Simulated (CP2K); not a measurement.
Settings test, CP2K on AgBr

Simulated with CP2K 2026.2. This is a test of settings. The cell began as a database structure and was relaxed with r2SCAN in plane waves (Ansatz 0.2.0). All runs are without spin polarisation.

Space group Fm-3m (No. 225), cubic; conventional cell a = 5.786 Å, 24.21 Å³ an atom. Ag has 6 Br at 2.89 Å; Br has 6 Ag at 2.89 Å.

The base run uses PBE in the SZV-MOLOPT-SR basis.

```
&GLOBAL
 PROJECT run
 RUN_TYPE ENERGY_FORCE
 PRINT_LEVEL LOW
&END GLOBAL
&FORCE_EVAL
 METHOD QS
 STRESS_TENSOR ANALYTICAL
 &DFT
  BASIS_SET_FILE_NAME BASIS_MOLOPT
  POTENTIAL_FILE_NAME GTH_POTENTIALS
  &QS
   EXTRAPOLATION USE_GUESS
  &END QS
  &MGRID
   CUTOFF 350
   REL_CUTOFF 50
  &END MGRID
  &XC
   &XC_FUNCTIONAL PBE
   &END XC_FUNCTIONAL
  &END XC
  &KPOINTS
   SCHEME MONKHORST-PACK 5 5 5
   SYMMETRY F
   FULL_GRID F
  &END KPOINTS
  &SCF
   ADDED_MOS 10
   EPS_SCF 1e-6
   MAX_SCF 80
   &DIAGONALIZATION
   &END DIAGONALIZATION
   &MIXING
    METHOD BROYDEN_MIXING
    ALPHA 0.3
   &END MIXING
   &SMEAR
    METHOD FERMI_DIRAC
    ELECTRONIC_TEMPERATURE [K] 232
   &END SMEAR
   &PRINT
    &ITERATION_INFO
    &END ITERATION_INFO
   &END PRINT
  &END SCF
  &PRINT
   &BAND_STRUCTURE
    FILE_NAME bands.bs
    ADDED_MOS 6
    &KPOINT_SET
     UNITS B_VECTOR
     SPECIAL_POINT 0.00000000 0.00000000 0.00000000
     NPOINTS 0
    &END KPOINT_SET
    &KPOINT_SET
     UNITS B_VECTOR
     SPECIAL_POINT 0.50002575 0.49997425 0.00011345
     NPOINTS 0
    &END KPOINT_SET
    &KPOINT_SET
     UNITS B_VECTOR
     SPECIAL_POINT 0.50002575 0.49997425 0.50011345
     NPOINTS 0
    &END KPOINT_SET
    &KPOINT_SET
     UNITS B_VECTOR
     SPECIAL_POINT 0.50002575 0.00000000 0.50011345
     NPOINTS 0
    &END KPOINT_SET
    &KPOINT_SET
     UNITS B_VECTOR
     SPECIAL_POINT 0.24972649 0.00000000 1.00005665
     NPOINTS 0
    &END KPOINT_SET
    &KPOINT_SET
     UNITS B_VECTOR
     SPECIAL_POINT 0.75032502 0.00000000 0.00017025
     NPOINTS 0
    &END KPOINT_SET
    &KPOINT_SET
     UNITS B_VECTOR
     SPECIAL_POINT 0.75032502 0.24970076 0.00017025
     NPOINTS 0
    &END KPOINT_SET
    &KPOINT_SET
     UNITS B_VECTOR
     SPECIAL_POINT 0.24972649 0.24970076 1.00005665
     NPOINTS 0
    &END KPOINT_SET
   &END BAND_STRUCTURE
  &END PRINT
 &END DFT
 &SUBSYS
  &CELL
   A 4.09232628 0.00000000 0.00000000
   B 0.00000000 4.09190473 0.00000000
   C 0.00092854 0.00000000 5.78381345
  &END CELL
  &COORD
   SCALED
   Ag 0.74997142 0.75000000 0.74997789
   Ag 0.25002858 0.25000000 0.25002211
   Br 0.24998450 0.25000000 0.75000355
   Br 0.75001550 0.75000000 0.24999645
  &END COORD
  &KIND Ag
   BASIS_SET SZV-MOLOPT-SR-GTH
   POTENTIAL GTH-PBE
  &END KIND
  &KIND Br
   BASIS_SET SZV-MOLOPT-SR-GTH
   POTENTIAL GTH-PBE
  &END KIND
 &END SUBSYS
 &PRINT
  &STRESS_TENSOR
  &END STRESS_TENSOR
  &FORCES
  &END FORCES
 &END PRINT
&END FORCE_EVAL
```

Command: `cp2k.psmp -i run.inp`. It took 3.5 s on 2 threads of Arm Neoverse V2 (shared host), peak memory 0.24 GiB.

It converged with a gap of 0.54 eV and a pressure of 6.62 GPa (positive in compression). Pressures on CP2K's grid carry noise of some tenths of a GPa.

Each further run moved one setting: CUTOFF (density grid cutoff in Ry); ELECTRONIC_TEMPERATURE (smearing temperature in K); KPOINTS (Monkhorst-Pack mesh); ALPHA (mixing weight); REL_CUTOFF (grid cutoff relative to the Gaussians, in Ry); EPS_SCF (SCF threshold). Changes are from the base run, which isn't itself converged in every setting; energies of another Hamiltonian, functional, basis or charge aren't compared, and those at a high electronic temperature are mostly its entropy term. CP2K's gap is over the listed points.

```json
{"setting": "CUTOFF = 1000", "how it ended": "converged", "gap change (eV)": "0.00", "energy change (meV/atom)": "0.1", "pressure change (GPa)": "-0.01", "time (s)": "6.1"}
{"setting": "ELECTRONIC_TEMPERATURE = 3000", "how it ended": "converged", "gap change (eV)": "0.01", "energy change (meV/atom)": "-3.6", "pressure change (GPa)": "0.01", "time (s)": "3.4"}
{"setting": "KPOINTS = 2x2x2", "how it ended": "converged", "gap change (eV)": "0.02", "energy change (meV/atom)": "-143.9", "pressure change (GPa)": "-1.78", "time (s)": "2.7"}
{"setting": "ALPHA = 0.05", "how it ended": "converged", "gap change (eV)": "0.00", "energy change (meV/atom)": "0.0", "pressure change (GPa)": "0.00", "time (s)": "4.1"}
{"setting": "REL_CUTOFF = 30", "how it ended": "converged", "gap change (eV)": "0.00", "energy change (meV/atom)": "-1.7", "pressure change (GPa)": "0.12", "time (s)": "3"}
{"setting": "EPS_SCF = 1e-2 (poor on purpose)", "how it ended": "converged", "gap change (eV)": "0.00", "energy change (meV/atom)": "0.0", "pressure change (GPa)": "0.00", "time (s)": "2.2"}
```

CUTOFF = 1000 changes nothing that matters here. ALPHA = 0.05 changes nothing that matters here. EPS_SCF = 1e-2 changes nothing that matters here.

The runs are scalar-relativistic, without spin-orbit coupling.
